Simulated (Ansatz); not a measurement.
# Phases of K at 1.3 GPa

Structure types of K are relaxed in primitive cells with their symmetry kept at 1.3 GPa, on PAW files; LAPW relaxes the small cells further and takes the PAW cell for the others (marked *). The enthalpy is E + pV at zero temperature, without zero-point motion. Only the types listed were tried, and differences under about 5 meV/atom are mesh noise. The real phase may be another.

All numbers are PBE results (scalar-relativistic) from Ansatz 0.2.0, with Fermi–Dirac smearing of 0.05 eV, no spin polarisation. Methods: LAPW: all electrons, basis error target 0.5 meV/atom; PAW: frozen-core files, cutoff 420 eV.

k meshes: fcc 11×11×11, bcc 11×11×11, hcp 10×10×6, hP4 7×7×4, beta tin 11×11×11, sc 10×10×10.

Question: Which type is lowest in enthalpy, and by how much?

Answer: dhcp, 2 meV/atom below bcc, which is within the noise of the k meshes. The whole table:

```tsv
start type	ends as	a, b, c (Å)	V (Å³/atom)	H − H(lowest), LAPW (meV/atom)	same, PAW
fcc	fcc, Fm-3m	6.159, 6.159, 6.159	58.40	6.2	6.1
bcc	bcc, Im-3m	4.888, 4.888, 4.888	58.40	2.2	2.1
hcp	hcp, P6_3/mmc	4.367, 4.367, 7.074	58.40	4.5	4.4
hP4*	dhcp, P6_3/mmc	4.330, 4.330, 14.373	58.35	0.0	0.0
beta tin	beta tin, I4_1/amd	7.565, 7.565, 4.136	59.18	80.4	80.3
sc	sc, Pm-3m	3.914, 3.914, 3.914	59.95	132.5	132.5
```
